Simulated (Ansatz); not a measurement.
Geometry optimisation, DFT PBEsol, scalar-relativistic, plane waves, PAW (Ansatz 0.2.0).

The input (input.yaml):

```yaml
crystal:
  lattice:
    - [7.62, 0.0, 0.0]
    - [-3.81, 6.599114, 0.0]
    - [0.0, 0.0, 6.598]
  atoms:
    - { symbol: B, position: [0.1177584, 0.2259734, 0.2525378] }
    - { symbol: B, position: [0.2268348, 0.1161576, 0.7474744] }
    - { symbol: "N", position: [0.120153, 0.2217433, 0.7557473] }
    - { symbol: "N", position: [0.2244058, 0.1107595, 0.2522612] }
    - { symbol: B, position: [0.1118259, 0.5596519, 0.2504602] }
    - { symbol: B, position: [0.2186442, 0.4409075, 0.7509671] }
    - { symbol: "N", position: [0.1163723, 0.5588635, 0.7509645] }
    - { symbol: "N", position: [0.2157352, 0.4372417, 0.2459788] }
    - { symbol: B, position: [0.1095262, 0.8868138, 0.2514744] }
    - { symbol: B, position: [0.2129325, 0.7772555, 0.7566809] }
    - { symbol: "N", position: [0.1133915, 0.8943384, 0.7451884], spin: 1.0 }
    - { symbol: "N", position: [0.219802, 0.7750894, 0.2543876] }
    - { symbol: B, position: [0.4470758, 0.2230975, 0.2596202] }
    - { symbol: B, position: [0.5504496, 0.105252, 0.7461564] }
    - { symbol: "N", position: [0.4404952, 0.2154908, 0.7548373] }
    - { symbol: "N", position: [0.5563905, 0.1128545, 0.2483668] }
    - { symbol: B, position: [0.4419767, 0.5617862, 0.2469594] }
    - { symbol: B, position: [0.5530425, 0.4434853, 0.7569456] }
    - { symbol: "N", position: [0.4467602, 0.5609966, 0.7488403] }
    - { symbol: "N", position: [0.5522533, 0.4486323, 0.2530589] }
    - { symbol: B, position: [0.4517167, 0.8893621, 0.2448171] }
    - { symbol: B, position: [0.5572464, 0.7847318, 0.7567185] }
    - { symbol: "N", position: [0.4461685, 0.8920698, 0.7589896] }
    - { symbol: "N", position: [0.5476196, 0.7732135, 0.2517436] }
    - { symbol: B, position: [0.7777226, 0.2243066, 0.2492229] }
    - { symbol: B, position: [0.8953486, 0.1213361, 0.7451722] }
    - { symbol: "N", position: [0.7801774, 0.2165858, 0.7496062] }
    - { symbol: "N", position: [0.8927318, 0.1142352, 0.2528714] }
    - { symbol: B, position: [0.7956201, 0.5637374, 0.2468531] }
    - { symbol: B, position: [0.8830156, 0.4379123, 0.7409307] }
    - { symbol: "N", position: [0.8898801, 0.4463432, 0.247475] }
    - { symbol: B, position: [0.7752528, 0.88158, 0.2436523] }
    - { symbol: B, position: [0.8861555, 0.7804686, 0.7519069] }
    - { symbol: "N", position: [0.7722425, 0.8803302, 0.7508695] }
    - { symbol: "N", position: [0.8891216, 0.7799321, 0.2504444] }
magnetization:
  spin_polarized: true
total_charge: 2
basis:
  ecutwfc: 420.0
kpoints:
  mp_grid: { grid: [2, 2, 2] }
hamiltonian:
  xc: pbesol
  pseudopotentials: { kind: paw, azcp: { folder: soft_1 } }
scf:
  occupations: { method: gaussian, width: 0.05 }
  lower_state_search: "off"
relax:
  f_tol: 0.03
  max_steps: 60
  adjacent_minimum: "off"
```

Command:

```bash
$ ansatz run input.yaml --threads 4 --pin off --max-ram 10240MiB --backend cpu --events-out ev --progress --plain --runs-dir out
```

Question: Where does it end, and by what steps?

Answer: It converged. The force dipped under the threshold on the way, but the program's further checks kept it going. Limits of this set-up: coarse k mesh, PAW files made for another functional, charged cell in a uniform background, uncorrected. After 4 steps the energy has fallen by 2.038 eV; B29 moved furthest, 0.12 Å.

| step | energy less start (eV) | largest force component (eV/Å) | accepted |
| --- | --- | --- | --- |
| 0 | 0.0000 | 4.528 | yes |
| 1 | -1.2799 | 2.684 | yes |
| 2 | -2.0361 | 0.126 | yes |
| 3 | -2.0378 | 0.013 | yes |
| 4 | -2.0378 | 0.013 | yes |

```xyz
35
Lattice="7.6200 0.0000 0.0000 -3.8100 6.5991 0.0000 0.0000 0.0000 6.5980" Properties=species:S:1:pos:R:3
B -0.002 1.475 1.654
B 1.267 0.735 4.952
N 0.004 1.464 4.952
N 1.268 0.742 1.654
B -1.271 3.675 1.653
B 0.004 2.922 4.952
N -1.285 3.666 4.952
N -0.002 2.942 1.653
B -2.541 5.875 1.654
B -1.260 5.133 4.952
N -2.543 5.847 4.952
N -1.272 5.141 1.654
B 2.538 1.475 1.654
B 3.814 0.724 4.952
N 2.555 1.479 4.952
N 3.808 0.742 1.654
B 1.268 3.675 1.653
B 2.518 2.916 4.952
N 1.292 3.666 4.951
N 2.538 2.942 1.653
B -0.002 5.875 1.654
B 1.268 5.134 4.952
N 0.004 5.864 4.952
N 1.268 5.141 1.654
B 5.078 1.475 1.654
B 6.361 0.735 4.952
N 5.073 1.479 4.952
N 6.348 0.742 1.654
B 3.808 3.675 1.653
B 5.109 2.916 4.952
N 5.078 2.942 1.653
B 2.538 5.875 1.654
B 3.814 5.160 4.952
N 2.551 5.847 4.952
N 3.808 5.141 1.654
```

Whether the end is a true minimum wasn't checked by a vibrational analysis.

Run time: 33 s on 4 threads of Arm Neoverse V2 (shared host), peak memory 1.2 GiB.
